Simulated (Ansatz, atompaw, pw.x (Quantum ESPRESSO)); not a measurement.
# pw.x on fcc Mg: one setting changed

Potential: PAW, atompaw 4.2.0.5, PBE; core [He] 2s2, reference 2p6 3s1 3p1; waves: 3s (bound): rc 2.00 bohr; 3s channel at 2.3 Ry: rc 2.00 bohr; 2p (bound): rc 1.00 bohr; 3p (bound): rc 2.00 bohr; 3d channel at 0.2 Ry: rc 2.00 bohr; local part: troulliermartins scheme with l = 3 at 0 Ry, radius 1.60 bohr; core correction: smooth core density matched at 1.75 bohr; augmentation: sinc compensation charge, radius 0.84 bohr; PAW radius 2.00 bohr; waves and projectors: custom rrkj gramschmidtortho.

The reference run (k-mesh 13³, cutoffs 170/900 Ry, Fermi–Dirac 0.01 Ry, mixing_beta 0.4, conv_thr 1e-9, no spin) gives -0.08 GPa at 23.198 Å³/atom, where all-electron LAPW gives -0.07 GPa. This run, with its own iteration cap, changes k-mesh points per axis to 8.

```
&control
  calculation='scf', prefix='x', pseudo_dir='./', outdir='./tmp', tstress=.true., disk_io='none'
/
&system
  ibrav=0, nat=1, ntyp=1, ecutwfc=170, ecutrho=900, nbnd=11,
  occupations='smearing', smearing='fd', degauss=0.01
/
&electrons
  conv_thr=1e-09, mixing_beta=0.4, electron_maxstep=50
/
ATOMIC_SPECIES
Mg 1.0 Mg.UPF
CELL_PARAMETERS angstrom
  0.00000000 2.26363734 2.26363734
  2.26363734 0.00000000 2.26363734
  2.26363734 2.26363734 0.00000000
ATOMIC_POSITIONS crystal
Mg 0.0000 0.0000 0.0000
K_POINTS automatic
8 8 8 0 0 0
```

```bash
pw.x < Mg.scf.in > Mg.scf.out
```

Q: How does the run end?

A: It converges in 6 iterations; the free energy moves by -6.2 meV/atom and the pressure by +0.03 GPa.

```
Message from routine setup:
     using ibrav=0 with symmetry is DISCOURAGED, use correct ibrav instead
     lattice parameter (alat)  =       6.0495  a.u.
     unit-cell volume          =     156.5479 (a.u.)^3
     number of electrons       =         8.00
     number of Kohn-Sham states=           11
     kinetic-energy cutoff     =     170.0000  Ry
     charge density cutoff     =     900.0000  Ry
     scf convergence threshold =      1.0E-09
     Exchange-correlation= SLA PW PBX PBC
     number of k points=    29  Fermi-Dirac smearing, width (Ry)=  0.0100
     iteration #  1     ecut=   170.00 Ry     beta= 0.40
     total energy              =     -95.39309271 Ry
     estimated scf accuracy    <       0.00279259 Ry
     iteration #  2     ecut=   170.00 Ry     beta= 0.40
     total energy              =     -95.39284128 Ry
     estimated scf accuracy    <       0.00074169 Ry
     iteration #  3     ecut=   170.00 Ry     beta= 0.40
     total energy              =     -95.39286716 Ry
     estimated scf accuracy    <       0.00003281 Ry
     iteration #  4     ecut=   170.00 Ry     beta= 0.40
     total energy              =     -95.39286909 Ry
     estimated scf accuracy    <       0.00000023 Ry
     iteration #  5     ecut=   170.00 Ry     beta= 0.40
     total energy              =     -95.39286922 Ry
     estimated scf accuracy    <       0.00000001 Ry
     iteration #  6     ecut=   170.00 Ry     beta= 0.40
     the Fermi energy is     4.7274 ev
!    total energy              =     -95.39286927 Ry
     estimated scf accuracy    <          5.7E-10 Ry
     smearing contrib. (-TS)   =      -0.00224127 Ry
     The total energy is F=E-TS. E is the sum of the following terms:
     one-electron contribution =     -57.76107073 Ry
     hartree contribution      =      28.05558187 Ry
     xc contribution           =     -12.19807789 Ry
     ewald contribution        =     -34.29813752 Ry
     one-center paw contrib.   =     -19.18892372 Ry
     convergence has been achieved in   6 iterations
          total   stress  (Ry/bohr**3)                   (kbar)     P=       -0.51
     Message from routine punch:
     Nothing written, as per user request (disk_io='none')
```

The run took about 46 s on one core of a shared host (Intel(R) Xeon(R) Platinum 8488C, 96 threads, 372 GiB, load 68).
